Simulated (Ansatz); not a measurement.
# Site preference of a vacancy of Si in amorphous Si (76 atoms)

Aim: make a vacancy of Si at several sites of amorphous Si (76 atoms), relax each, and compare their energies.

Program: Ansatz 0.2.0. Level of theory: Kohn-Sham DFT, PBEsol, PAW (set soft_2), plane waves. Results are calculated unless marked as measured.

**1. Set-up**

The cell holds 76 atoms: 76 Si. Cell: a = 11.660 Å, b = 11.660 Å, c = 11.660 Å, α = 90.0°, β = 90.0°, γ = 90.0°. 76 atoms (76 Si) placed at random at 2.24 g/cm³, melted at 2500 K for 10 ps at fixed volume with the modified Tersoff potential (Kumagai, Izumi, Hara and Sakai, Comput. Mater. Sci. 39, 457 (2007)). Quenched from 2500 K to 100 K at 50 K/ps and fixed volume, annealed at 700 K for 50 ps, held 5 ps, then minimised at fixed cell.

Limits known from the start: The quench rate of 50 K/ps is many orders above laboratory rates, so the cell is likely richer in defects and strain than a real sample. The starting topology of bonds comes from the classical model, and needn't be the one that DFT or experiment would give. Sampling is at Γ alone, for a cell whose shortest periodic width is 12 Å.

**2. Single point at the start**

A single point comes first, to see the forces before anything moves.

Contents of input.yaml:

```yaml
crystal:
  lattice:
    - [11.6597, 0.0, 0.0]
    - [0.0, 11.6597, 0.0]
    - [0.0, 0.0, 11.6597]
  atoms:
    - { symbol: Si, position: [0.85202, 0.8858, 0.23826] }
    - { symbol: Si, position: [0.79083, 0.18368, 0.2091] }
    - { symbol: Si, position: [0.68373, 0.27191, 0.95416] }
    - { symbol: Si, position: [0.98452, 0.37497, 0.37721] }
    - { symbol: Si, position: [0.89866, 0.82166, 0.05024] }
    - { symbol: Si, position: [0.78322, 0.77888, 0.54401] }
    - { symbol: Si, position: [0.07832, 0.68312, 0.39723] }
    - { symbol: Si, position: [0.2153, 0.88086, 0.96605] }
    - { symbol: Si, position: [0.03884, 0.51787, 0.51288] }
    - { symbol: Si, position: [0.0348, 0.17204, 0.00271] }
    - { symbol: Si, position: [0.72449, 0.69652, 0.87048] }
    - { symbol: Si, position: [0.29861, 0.09381, 0.26478] }
    - { symbol: Si, position: [0.40261, 0.63616, 0.89582] }
    - { symbol: Si, position: [0.85763, 0.68452, 0.71039] }
    - { symbol: Si, position: [0.57104, 0.49904, 0.52895] }
    - { symbol: Si, position: [0.62487, 0.10942, 0.59172] }
    - { symbol: Si, position: [0.49855, 0.57622, 0.18829] }
    - { symbol: Si, position: [0.27192, 0.48469, 0.9319] }
    - { symbol: Si, position: [0.47886, 0.93846, 0.77967] }
    - { symbol: Si, position: [0.45933, 0.99472, 0.5831] }
    - { symbol: Si, position: [0.21641, 0.71469, 0.65792] }
    - { symbol: Si, position: [0.46498, 0.14421, 0.80991] }
    - { symbol: Si, position: [0.80904, 0.96261, 0.93245] }
    - { symbol: Si, position: [0.04228, 0.75951, 0.75956] }
    - { symbol: Si, position: [0.11711, 0.56198, 0.03903] }
    - { symbol: Si, position: [0.80875, 0.38934, 0.26997] }
    - { symbol: Si, position: [0.6314, 0.8766, 0.90256] }
    - { symbol: Si, position: [0.93776, 0.08933, 0.48332] }
    - { symbol: Si, position: [0.49606, 0.87132, 0.42318] }
    - { symbol: Si, position: [0.69463, 0.35674, 0.43927] }
    - { symbol: Si, position: [0.1192, 0.01122, 0.55011] }
    - { symbol: Si, position: [0.26352, 0.80266, 0.16055] }
    - { symbol: Si, position: [0.18688, 0.82965, 0.48688] }
    - { symbol: Si, position: [0.37508, 0.44677, 0.48269] }
    - { symbol: Si, position: [0.22131, 0.50913, 0.60849] }
    - { symbol: Si, position: [0.56705, 0.20222, 0.42171] }
    - { symbol: Si, position: [0.19473, 0.38538, 0.77025] }
    - { symbol: Si, position: [0.60135, 0.70042, 0.49033] }
    - { symbol: Si, position: [0.8713, 0.02579, 0.75133] }
    - { symbol: Si, position: [0.54685, 0.88259, 0.08515] }
    - { symbol: Si, position: [0.29331, 0.11792, 0.56972] }
    - { symbol: Si, position: [0.65217, 0.24985, 0.74863] }
    - { symbol: Si, position: [0.33676, 0.51728, 0.29283] }
    - { symbol: Si, position: [0.06438, 0.74582, 0.96015] }
    - { symbol: Si, position: [0.09576, 0.32884, 0.21099] }
    - { symbol: Si, position: [0.29778, 0.3318, 0.22769] }
    - { symbol: Si, position: [0.8593, 0.22667, 0.73189] }
    - { symbol: Si, position: [0.42695, 0.72402, 0.07743] }
    - { symbol: Si, position: [0.05594, 0.96184, 0.73434] }
    - { symbol: Si, position: [0.80817, 0.5994, 0.25217] }
    - { symbol: Si, position: [0.88471, 0.48607, 0.66301] }
    - { symbol: Si, position: [0.17975, 0.62928, 0.22654] }
    - { symbol: Si, position: [0.93462, 0.06498, 0.28529] }
    - { symbol: Si, position: [0.49468, 0.20108, 0.99857] }
    - { symbol: Si, position: [0.83095, 0.14505, 0.0145] }
    - { symbol: Si, position: [0.99117, 0.375, 0.80633] }
    - { symbol: Si, position: [0.80462, 0.4215, 0.05806] }
    - { symbol: Si, position: [0.27233, 0.19211, 0.76019] }
    - { symbol: Si, position: [0.7852, 0.98448, 0.57281] }
    - { symbol: Si, position: [0.00204, 0.38583, 0.01854] }
    - { symbol: Si, position: [0.586, 0.55457, 0.85806] }
    - { symbol: Si, position: [0.5752, 0.45737, 0.0366] }
    - { symbol: Si, position: [0.6452, 0.88702, 0.26419] }
    - { symbol: Si, position: [0.81258, 0.63463, 0.0458] }
    - { symbol: Si, position: [0.10369, 0.12672, 0.19145] }
    - { symbol: Si, position: [0.87008, 0.28442, 0.53095] }
    - { symbol: Si, position: [0.15736, 0.0637, 0.87732] }
    - { symbol: Si, position: [0.6188, 0.09418, 0.26287] }
    - { symbol: Si, position: [0.36657, 0.24282, 0.42031] }
    - { symbol: Si, position: [0.63289, 0.67817, 0.29262] }
    - { symbol: Si, position: [0.38833, 0.3638, 0.04785] }
    - { symbol: Si, position: [0.8898, 0.74104, 0.37274] }
    - { symbol: Si, position: [0.31149, 0.89816, 0.33642] }
    - { symbol: Si, position: [0.46108, 0.06266, 0.1376] }
    - { symbol: Si, position: [0.66977, 0.44841, 0.70121] }
    - { symbol: Si, position: [0.32818, 0.80442, 0.81206] }
kpoints:
  mp_grid: { grid: [1, 1, 1] }
hamiltonian:
  xc: pbesol
scf:
  occupations: { method: gaussian, width: 0.025 }
output:
  forces: true
```

Started as:

```
$ ansatz run input.yaml --threads 4 --pin off --max-ram 8192MiB --backend cpu --events-out ev --progress --plain --runs-dir out
```

Numbers of over 12 decimals in the logs are rounded to 6 here.

The log of the run:

```text
[...]
Pseudopotentials: kind: paw
Pseudopotential: Si, paw, valence charge 4, recommended cutoff 420 eV (normal), Si.paw.azcp
[...]
Crystal: 76 atoms, lattice volume = 1585.120 Å³
Basis set: ecut = 420 eV, 31103 PW (Γ), exchange–correlation on 160×160×160 points (8 copies of the dense FFT grid, shifted against one another)
Bands: 228, of which v1, the nominal top of the filled ones, is band 152 counted from 1 (151 counted from 0)
Symmetry: 1 space group operations
Space group: P1 (ITA 1), of the structure as read, at distance tolerance 1.2e-4 Å
k-points: 1
[...]
Initial density: superposition of atomic densities (neutral atoms: chi_scale 0, normalization atom), corrected by the library's trained network
Initial wavefunctions: pseudopotential atomic-orbital guess
[...]
SCF iter   1: F=—  HF=-47213.491320 eV  |F-HF|=—  |Δ(HF+E_count)|=         —  Δρ=4.57e-3  dr2=1.24e0  ethr=1.77e-3  ⟨swp⟩=6.0  Hψ=1059  notcnv=0  defer=34
preconditioner: auto → Resta (q_TF=auto, 2.072 Å⁻¹)  ε∞=5.8  [insulator: Δε(μ)=0.113 eV  Ē_g=7.410 eV  σ=0.025 eV  W_gap=1.00  n_scr=250 (ndim 8)  ℏωp=16.3 eV  f_vac=0.002  D(μ)=0.54/eV (n_scr^D=0)  ε∞_Penn≈5.8]
[...]
preconditioner: auto → Resta (q_TF=auto, 2.072 Å⁻¹)  ε∞=5.8  [insulator: Δε(μ)=0.044 eV  Ē_g=7.407 eV  σ=0.025 eV  W_gap=0.79  n_scr=250 (ndim 8)  ℏωp=16.3 eV  f_vac=0.002  D(μ)=41.48/eV (n_scr^D=256)  ε∞_Penn≈5.8]
SCF iter   4: F=—  HF=-47213.326292 eV  |F-HF|=—  |Δ(HF+E_count)|=   1.17e-2  Δρ=9.23e-4  dr2=8.53e-2  ethr=2.80e-5  ⟨swp⟩=3.0  Hψ=320  notcnv=0  defer=15
automatic band count: iteration 4 solves 176 bands in place of 228: the levels show a gap, and the empty bands left out lie too high to hold charge; the band table lists the bands solved (type scf.n_extra_bands for more)
SCF iter   5: F=—  HF=-47213.322412 eV  |F-HF|=—  |Δ(HF+E_count)|=   3.88e-3  Δρ=2.99e-4  dr2=8.25e-3  ethr=2.80e-5  ⟨swp⟩=3.0  Hψ=373  notcnv=0  defer=67
automatic band count: iteration 5 solves 228 bands in place of 176: the levels no longer show a gap clear of their residuals, so the SCF keeps every band
SCF iter   6: F=—  HF=-47213.322157 eV  |F-HF|=—  |Δ(HF+E_count)|=   2.55e-4  Δρ=1.13e-4  dr2=8.63e-4  ethr=2.71e-6  ⟨swp⟩=1.0  Hψ=263  notcnv=0  defer=67
SCF iter   7: F=—  HF=-47213.322164 eV  |F-HF|=—  |Δ(HF+E_count)|=   7.03e-6  Δρ=4.61e-5  dr2=1.57e-4  ethr=2.84e-7  ⟨swp⟩=2.0  Hψ=163  notcnv=0  defer=67
SCF iter   8: F=—  HF=-47213.322182 eV  |F-HF|=—  |Δ(HF+E_count)|=   1.75e-5  Δρ=1.41e-5  dr2=1.68e-5  ethr=5.16e-8  ⟨swp⟩=1.0  Hψ=161  notcnv=0  defer=67
SCF iter   9: F=—  HF=-47213.322308 eV  |F-HF|=—  |Δ(HF+E_count)|=   1.26e-4  Δρ=3.18e-6  dr2=3.78e-7  ethr=5.52e-9  ⟨swp⟩=3.0  Hψ=316  notcnv=0  defer=67
SCF iter  10: F=-47213.322308 eV  HF=-47213.322308 eV  |F-HF|=1.14e-8  |Δ(HF+E_count)|=   1.14e-7  Δρ=8.02e-7  dr2=4.54e-8  ethr=3.29e-11  ⟨swp⟩=4.0  Hψ=674  notcnv=0
SCF 1 converged in 10 iterations: F = -47213.322308 eV  dr2 = 4.54e-8
[...]
SCF converged after 10 iterations
Free energy (F): -47213.322308 eV
Harris-Foulkes:  -47213.322308 eV  (|F-HF|=1.14e-8)
Internal energy: -47213.303070 eV  (E = F + TS)
E sigma→0 (E₀):  -47213.312689 eV
Entropy (-TS):   -0.019238 eV (-0.253 meV/atom)
Fermi energy:    5.806400 eV
--- Per-component energies (eV) ---
[...]
Σ components = -47213.322308   (vs F -47213.322308, Δ=0.00e0)
--- Forces (eV/Å), atoms counted from 1 ---
  atom   1  Si     0.20496291     0.09801835     0.41373648
  atom   2  Si     0.16351312    -0.00280191     0.12595021
  atom   3  Si     0.58821842     0.16638834    -0.19975477
  atom   4  Si     0.28042688    -0.07247177     0.26103219
[...]
atom  76  Si     0.03841507    -0.26469616    -0.15753447
  max |Σ_I F_I| component: 1.23e-5 eV/Å
```

Wall time 7.5 s (4 threads of Arm Neoverse V2, shared host); peak memory 1.4 GiB.

The r.m.s. force at the start is 0.22 eV/Å.

**3. Relaxation**

The atoms are relaxed in the fixed cell, aiming at the force tolerance of the input.

Contents of input.yaml:

```yaml
crystal:
  lattice:
    - [11.6597, 0.0, 0.0]
    - [0.0, 11.6597, 0.0]
    - [0.0, 0.0, 11.6597]
  atoms:
    [... the 76 atom lines of step 2 ...]
kpoints:
  mp_grid: { grid: [1, 1, 1] }
hamiltonian:
  xc: pbesol
scf:
  occupations: { method: gaussian, width: 0.025 }
output:
  forces: true
relax:
  f_tol: 0.05
  max_steps: 120
```

The log of the run:

```text
[...]
Crystal: 76 atoms, lattice volume = 1585.120 Å³
Basis set: ecut = 420 eV, 31103 PW (Γ), exchange–correlation on 160×160×160 points (8 copies of the dense FFT grid, shifted against one another)
Bands: 228, of which v1, the nominal top of the filled ones, is band 152 counted from 1 (151 counted from 0)
Symmetry: 1 space group operations
[...]
k-points: 1
[...]
SCF iter   1: F=—  HF=-47213.491320 eV  |F-HF|=—  |Δ(HF+E_count)|=         —  Δρ=4.57e-3  dr2=1.24e0  ethr=1.77e-3  ⟨swp⟩=6.0  Hψ=1059  notcnv=0  defer=34
[...]
SCF iter   7: F=—  HF=-47213.322304 eV  |F-HF|=—  |Δ(HF+E_count)|=   2.14e-5  Δρ=4.10e-5  dr2=9.90e-5  ethr=2.69e-7  ⟨swp⟩=2.0  Hψ=163  notcnv=0  defer=67
SCF iter   8: F=-47213.322295 eV  HF=-47213.322307 eV  |F-HF|=1.18e-5  |Δ(HF+E_count)|=   2.94e-6  Δρ=1.41e-5  dr2=1.59e-5  ethr=2.06e-8  ⟨swp⟩=4.0  Hψ=538  notcnv=0
SCF 1 converged in 8 iterations: F = -47213.322295 eV  dr2 = 1.59e-5
[...]
relax step   1: F+E_penalty+E_count = -47213.32229531 eV  Δ(F+E_penalty+E_count) = +0.000e0 eV  max|allowed force component| = 6.880e-1 eV/Å  Δτ_max = 0.0000 Å  (8 SCF iters, dr2 threshold 6.25e-5 eV, accepted)
[...]
relax step   2: F+E_penalty+E_count = -47214.18222152 eV  Δ(F+E_penalty+E_count) = -8.599e-1 eV  max|allowed force component| = 4.035e-1 eV/Å  Δτ_max = 0.1621 Å  (6 SCF iters, dr2 threshold 2.96e-5 eV, accepted)
[...]
relax step   3: F+E_penalty+E_count = -47214.43632927 eV  Δ(F+E_penalty+E_count) = -2.541e-1 eV  max|allowed force component| = 1.218e0 eV/Å  Δτ_max = 0.2000 Å  (7 SCF iters, dr2 threshold 1.02e-5 eV, accepted)
relax step   4: F+E_penalty+E_count = -47214.56857524 eV  Δ(F+E_penalty+E_count) = -1.322e-1 eV  max|allowed force component| = 2.861e-1 eV/Å  Δτ_max = 0.0673 Å  (5 SCF iters, dr2 threshold 1.00e-4 eV, accepted)
relax step   5: F+E_penalty+E_count = -47214.51698978 eV  Δ(F+E_penalty+E_count) = +5.159e-2 eV  max|allowed force component| = 3.011e-1 eV/Å  Δτ_max = 0.2000 Å  (8 SCF iters, dr2 threshold 5.11e-6 eV, rejected (line search))
[...]
relax step   6: F+E_penalty+E_count = -47214.61665352 eV  Δ(F+E_penalty+E_count) = -4.808e-2 eV  max|allowed force component| = 2.908e-2 eV/Å  Δτ_max = 0.0971 Å  (10 SCF iters, accepted)
SCF converged after 10 iterations
Free energy (F): -47214.616654 eV
[...]
Internal energy: -47214.616654 eV  (E = F + TS)
E sigma→0 (E₀):  -47214.616654 eV
Fermi energy:    5.804727 eV
[...]
Σ components = -47214.616654   (vs F -47214.616654, Δ=0.00e0)
--- Forces (eV/Å), atoms counted from 1 ---
  atom   1  Si     0.00854536    -0.01150504    -0.00320430
  atom   2  Si     0.00873863    -0.01051538     0.00088839
  atom   3  Si    -0.01499030    -0.01446568    -0.01708991
  atom   4  Si    -0.00102998     0.00300931     0.00114941
[...]
atom  76  Si    -0.00071531    -0.00110550     0.00665903
  max |Σ_I F_I| component: 7.88e-6 eV/Å
--- Relaxed structure (6 steps of the walk, 5 accepted, 0 SCFs on fresh bases) ---
  F+E_penalty+E_count = -47214.61665352 eV   max|allowed force component| = 2.908e-2 eV/Å
  atoms:
    - { symbol: Si, position: [0.860694, 0.884989, 0.228446] }
    - { symbol: Si, position: [0.792199, 0.187187, 0.210058] }
    - { symbol: Si, position: [0.703475, 0.266115, 0.942261] }
    - { symbol: Si, position: [0.984837, 0.374252, 0.388479] }
[...]
- { symbol: Si, position: [0.328328, 0.800880, 0.812474] }
```

Wall time 31 s (4 threads); peak memory 1.4 GiB.

The relaxation converged after 6 steps, 1.29 eV below its start, with a largest force component of 0.029 eV/Å.

**4. Single point at the relaxed geometry**

One more single point at the end of the walk gives the fuller output and checks the residual forces.

Contents of input.yaml:

```yaml
crystal:
  lattice:
    - [11.6597, 0.0, 0.0]
    - [0.0, 11.6597, 0.0]
    - [0.0, 0.0, 11.6597]
  atoms:
    - { symbol: Si, position: [0.86069, 0.88499, 0.22845] }
    - { symbol: Si, position: [0.7922, 0.18719, 0.21006] }
    - { symbol: Si, position: [0.70347, 0.26611, 0.94226] }
    - { symbol: Si, position: [0.98484, 0.37425, 0.38848] }
    - { symbol: Si, position: [0.90332, 0.81535, 0.04061] }
    - { symbol: Si, position: [0.78008, 0.77374, 0.54204] }
    [... 64 atom lines left out ...]
    - { symbol: Si, position: [0.39927, 0.36614, 0.04716] }
    - { symbol: Si, position: [0.88635, 0.7408, 0.36434] }
    - { symbol: Si, position: [0.32473, 0.88701, 0.33567] }
    - { symbol: Si, position: [0.45752, 0.07104, 0.13351] }
    - { symbol: Si, position: [0.66492, 0.44199, 0.69935] }
    - { symbol: Si, position: [0.32833, 0.80088, 0.81247] }
kpoints:
  mp_grid: { grid: [1, 1, 1] }
hamiltonian:
  xc: pbesol
scf:
  occupations: { method: gaussian, width: 0.025 }
output:
  forces: true
  stress: true
  populations: true
  dos:
    method: { smearing: { sigma: 0.1 } }
    de: 0.1
    projected: { site_lists: { Si: [Si] } }
  eigenvalues: true
  write_density: true
  write_potential: true
  volumetric_format: npy
  elf: true
```

The log of the run:

```text
[...]
Crystal: 76 atoms, lattice volume = 1585.120 Å³
Basis set: ecut = 420 eV, 31103 PW (Γ), exchange–correlation on 160×160×160 points (8 copies of the dense FFT grid, shifted against one another)
Bands: 228, of which v1, the nominal top of the filled ones, is band 152 counted from 1 (151 counted from 0)
Symmetry: 1 space group operations
[...]
k-points: 1
[...]
SCF iter   1: F=—  HF=-47214.730650 eV  |F-HF|=—  |Δ(HF+E_count)|=         —  Δρ=3.96e-3  dr2=6.22e-1  ethr=1.77e-3  ⟨swp⟩=6.0  Hψ=1057  notcnv=0  defer=34
[...]
SCF iter  11: F=-47214.616646 eV  HF=-47214.616646 eV  |F-HF|=1.03e-8  |Δ(HF+E_count)|=   2.47e-8  Δρ=5.29e-7  dr2=2.60e-8  ethr=3.29e-11  ⟨swp⟩=18.0  Hψ=1901  notcnv=0
SCF 1 converged in 11 iterations: F = -47214.616646 eV  dr2 = 2.60e-8
[...]
SCF converged after 11 iterations
Free energy (F): -47214.616646 eV
[...]
Internal energy: -47214.616646 eV  (E = F + TS)
E sigma→0 (E₀):  -47214.616646 eV
Fermi energy:    5.804741 eV
[...]
--- Forces (eV/Å), atoms counted from 1 ---
  atom   1  Si     0.00888782    -0.01182079    -0.00411645
  atom   2  Si     0.00879270    -0.01135387     0.00084149
  atom   3  Si    -0.01498864    -0.01399471    -0.01724757
  atom   4  Si    -0.00121524     0.00321595     0.00101432
  atom   5  Si     0.00010135     0.00270317     0.00441747
  atom   6  Si    -0.00970480    -0.00462508     0.01355016
  atom   7  Si     0.00197275     0.00298458     0.01118289
  atom   8  Si     0.00856845    -0.00993592     0.01153130
  atom   9  Si     0.00349500     0.01309153     0.00192064
  atom  10  Si    -0.00330360     0.00829401    -0.00680945
  atom  11  Si    -0.00129758    -0.00285615    -0.00485534
  atom  12  Si    -0.01156595    -0.02663776     0.01236320
  atom  13  Si     0.00034204     0.00085808     0.00697602
  atom  14  Si     0.00240975    -0.00286331    -0.00172260
[...]
atom  75  Si     0.00614228    -0.00680060     0.00660782
  atom  76  Si    -0.00079983    -0.00117171     0.00758156
  max |Σ_I F_I| component: 4.42e-6 eV/Å
--- Stress (GPa, compression-positive) ---
       -3.430558       0.268591       0.674950
        0.268591      -2.405926       0.011853
        0.674950       0.011853      -2.661897
  P = ⅓ Tr σ = -2.8328 GPa (-28.328 kbar)
--- Band table (eV) ---
[...]
--- Löwdin populations: 76 sites ---
  site symbol       q [e]
     0     Si      3.9392
     1     Si      3.9685
     2     Si      3.9819
[...]
75     Si      3.9739
  spilling = 0.011131 (of n_electrons = 304.000000)
```

Run time: 12 s. Hardware: 4 threads; peak memory 1.4 GiB; 47 s of CPU time.

Read from the output:

| Item | Value |
| --- | --- |
| free energy | -47214.6166 eV |
| free energy per atom | -621.2450 eV/atom |
| SCF cycles | 11 |
| pressure | -2.833 GPa |
| r.m.s. force component | 0.00981 eV/Å |
| longest force | 0.04347 eV/Å |
| Fermi energy | 5.805 eV |
| gap (highest filled to lowest empty level) | 0.2531 eV |
| spilling of the projection | 0.01113 |

[end of part 1 of 3]

[Logs are printed without paths, hosts, clocks, repeated set-up lines and the standing remarks that a program may print on its own settings, such as how far it seeks lower states.]

[Hosts, paths, dates, database ids (printed as entryN), source tags and the programs' standing remarks are cut or masked in the printed files.]
